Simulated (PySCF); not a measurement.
Can point charges reproduce the dipole moment of `C1[C@H]2C[C@@H]12` (bicyclo[1.1.0]butane)?

Coordinates (PBE0-D3(BJ)/def2-TZVP, Å) and charges (e) from the PBE0/pcSseg-2 density (PySCF):

| atom | x | y | z | Mulliken | IAO | Hirshfeld | ESP-fitted |
| --- | --- | --- | --- | --- | --- | --- | --- |
| C1 | -0.824 | 0.055 | 0.819 | +0.0078 | -0.2795 | -0.0858 | -0.5231 |
| C2 | 0.532 | 0.480 | 0.375 | -0.1496 | -0.1627 | -0.0670 | -0.0021 |
| C3 | 0.801 | -0.627 | -0.586 | +0.0078 | -0.2795 | -0.0859 | -0.5153 |
| C4 | -0.487 | 0.120 | -0.631 | -0.1496 | -0.1628 | -0.0670 | -0.0018 |
| H5 | -1.479 | 0.829 | 1.207 | +0.0514 | +0.1481 | +0.0520 | +0.2040 |
| H6 | -0.947 | -0.921 | 1.291 | +0.0407 | +0.1337 | +0.0409 | +0.1977 |
| H7 | 1.057 | 1.408 | 0.530 | +0.0497 | +0.1604 | +0.0598 | +0.1216 |
| H8 | 1.513 | -0.427 | -1.381 | +0.0514 | +0.1482 | +0.0520 | +0.2024 |
| H9 | 0.806 | -1.655 | -0.222 | +0.0407 | +0.1337 | +0.0409 | +0.1950 |
| H10 | -0.922 | 0.711 | -1.420 | +0.0497 | +0.1604 | +0.0598 | +0.1216 |

Q: Form Σ q r in debye for every column and set it beside the full dipole.

A: The full density gives (0.04, 0.66, -0.27) D, 0.71 D in size; dipole vectors point from the negative to the positive end.

```csv
scheme,μx,μy,μz,size (D),share of the full size (%),angle to the full dipole (°)
Mulliken,-0.02,-0.35,0.15,0.38,53,180
IAO,0.03,0.56,-0.24,0.61,86,0
Hirshfeld,0.01,0.25,-0.10,0.27,37,0
ESP-fitted,0.04,0.62,-0.27,0.67,95,1
```

Q: Which set comes closest?

A: Length of the difference vector: ESP-fitted 0.04 D, IAO 0.10 D, Hirshfeld 0.45 D, Mulliken 1.09 D. Closest: ESP-fitted. 

Q: What is left for the Hirshfeld atoms' own dipoles?

A: The Hirshfeld atoms' densities add up to the full density, so μ = Σ q r + Σ (atomic dipoles). The atomic dipoles sum to (0.04, 0.66, -0.27) − (0.01, 0.25, -0.10) = (0.03, 0.41, -0.17) D, 0.45 D in size.

Q: With the origin at the mean of the coordinates, (0.005, -0.003, -0.002) Å, which are the largest single terms, by size, of the IAO dipole along the direction of the full one?

A: H6 -0.90, H9 -0.90, H10 +0.89, H7 +0.89, C1 +0.41 D; all 10 atoms together +0.61 D. The single terms depend on the origin, their sum doesn't.

Q: Give the size of the full dipole in other units.

A: 0.71 D = 0.281 au = 0.148 e·Å = 2.38 × 10⁻³⁰ C·m.

Isolated species at its PBE0-D3(BJ)/def2-TZVP geometry, gas phase.

These values come from a run that also computed NMR shieldings. The run took 15 s of wall time on Arm Neoverse V1, one thread, no GPU (shared host), and the process peaked at 1.1 GiB of memory.
